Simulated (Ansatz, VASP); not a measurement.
One calculation of AlN, two programs

File POSCAR:

```
AlN
1.0
    0.0000000000      2.1521271168      2.1193536074
    2.1521271168      0.0000000000      2.1193536074
    2.1521271168      2.1521271168      0.0000000000
Al N
1 1
Direct
    0.0000000000      0.0000000000      0.0000000000
    0.7500000000      0.7500000000      0.7500000000
```

File INCAR.step1:

```
ALGO = Normal
EDIFF = 1E-4
ENCUT = 520
GGA = PE
ISMEAR = 0
LASPH = T
LCHARG = F
LREAL = F
LWAVE = T
NBANDS = 11
NELM = 80
PREC = Accurate
SIGMA = 0.05
```

The input INCAR.step2:

```
ALGO = Normal
EDIFF = 1E-7
ENCUT = 520
ISIF = 2
ISMEAR = 0
ISTART = 1
LASPH = T
LCHARG = T
LELF = T
LMIXTAU = T
LREAL = F
LVHAR = T
LWAVE = F
METAGGA = R2SCAN
NBANDS = 11
NELM = 80
PREC = Accurate
SIGMA = 0.05
```

File KPOINTS:

```
k-points
0
Gamma
  10 10 10
```

Input for Ansatz:

```yaml
crystal:
  lattice:
    - [0.0, 2.1521271168, 2.1193536074]
    - [2.1521271168, 0.0, 2.1193536074]
    - [2.1521271168, 2.1521271168, 0.0]
  atoms:
    - { symbol: Al, position: [0.0, 0.0, 0.0] }
    - { symbol: "N", position: [0.75, 0.75, 0.75] }
basis:
  ecutwfc: 500
kpoints:
  mp_grid: { grid: [10, 10, 10] }
hamiltonian:
  xc: r2scan
scf:
  occupations: { method: gaussian, width: 0.05 }
output:
  forces: true
  stress: true
  eigenvalues: true
  write_density: true
  write_potential: true
  elf: true
  volumetric_format: npy
```

Change from the starting cell: strain -0.015 along x and y, -0.030 along z, atoms carried along.

Alike in both runs: task single point; functional r2SCAN; k mesh 10 × 10 × 10; occupations gaussian, width 0.05 eV; no spin polarisation.

```csv
,VASP,Ansatz
version,VASP 6.6.1,Ansatz 0.2.0
potentials or method,"VASP PAW PBE potentials, release 64 (Al, N)","scalar-relativistic, plane waves, PAW"
plane-wave cutoff (eV),520,500
valence electrons in the cell,8,8
```

```csv
,VASP,Ansatz,Ansatz less VASP
gap on the k mesh at the Fermi level (eV),3.89,3.90,+0.009
least direct gap on the mesh (eV),5.42,5.37,-0.043
pressure (GPa),14.0,14.3,+0.34
largest component of the traceless stress (GPa),1.34,1.34,+0.001
```

With one functional, cell and mesh, what is left measures potentials, basis and numerics.

Caveats: the PAW data sets were made with another functional, which shifts forces and pressure a little (VASP). A k mesh can miss the band edges.
